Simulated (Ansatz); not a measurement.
**N: strain and displacement**

```
CELL_PARAMETERS angstrom
5.64900 0.00000 0.00000
0.00000 5.64900 0.00000
0.00000 0.00000 5.64900
ATOMIC_POSITIONS crystal
N 0.03000 0.03000 0.03000
N 0.47000 0.97000 0.53000
N 0.53000 0.47000 0.97000
N 0.97000 0.53000 0.47000
```

Atoms are numbered in the order listed.

The geometry is COD entry 9012480, unchecked; take it as a test cell.

Level of theory: Ansatz 0.2.0, DFT, PBEsol, PAW with Ansatz's default frozen-core files, scalar-relativistic.

The runs use a Γ-centred 4×4×4 k mesh, Fermi–Dirac smearing of 0.02 eV, cutoff 420 eV, no spin polarisation; the PAW files were made with PBE, and the program remakes their frozen cores for this functional.

The unchanged cell is at -4.12 GPa.

In a metal, stresses and small energies carry noise from the k mesh.

x, y and z are the Cartesian axes of the cell as listed; fractional coordinates follow a strain, and an engineering shear is twice the off-diagonal strain component.

With equal xy, yz and zx engineering shear strains of -2 %: energy change -1.8 meV/atom; stress change (xx, yy, zz, yz, xz, xy) -0.01, -0.01, -0.01, -0.17, -0.17, -0.17 GPa, compression positive; change of the force on N4 (0.030, -0.022, -0.030) eV/Å.

With equal xy, yz and zx engineering shear strains of -1 %: energy change -0.5 meV/atom; stress change (xx, yy, zz, yz, xz, xy) 0.00, 0.00, 0.00, -0.09, -0.09, -0.09 GPa, compression positive; change of the force on N4 (0.015, -0.011, -0.015) eV/Å.

With this change (equal xy, yz and zx engineering shear strains of +1 %), what becomes of the energy and stress and forces?

Energy change -0.4 meV/atom; stress change (xx, yy, zz, yz, xz, xy) 0.00, 0.00, 0.00, 0.08, 0.08, 0.08 GPa, compression positive; change of the force on N2 (0.014, -0.014, 0.011) eV/Å.

With equal xy, yz and zx engineering shear strains of +2 %: energy change -1.7 meV/atom; stress change (xx, yy, zz, yz, xz, xy) -0.01, -0.01, -0.01, 0.17, 0.17, 0.17 GPa, compression positive; change of the force on N2 (0.028, -0.028, 0.022) eV/Å.
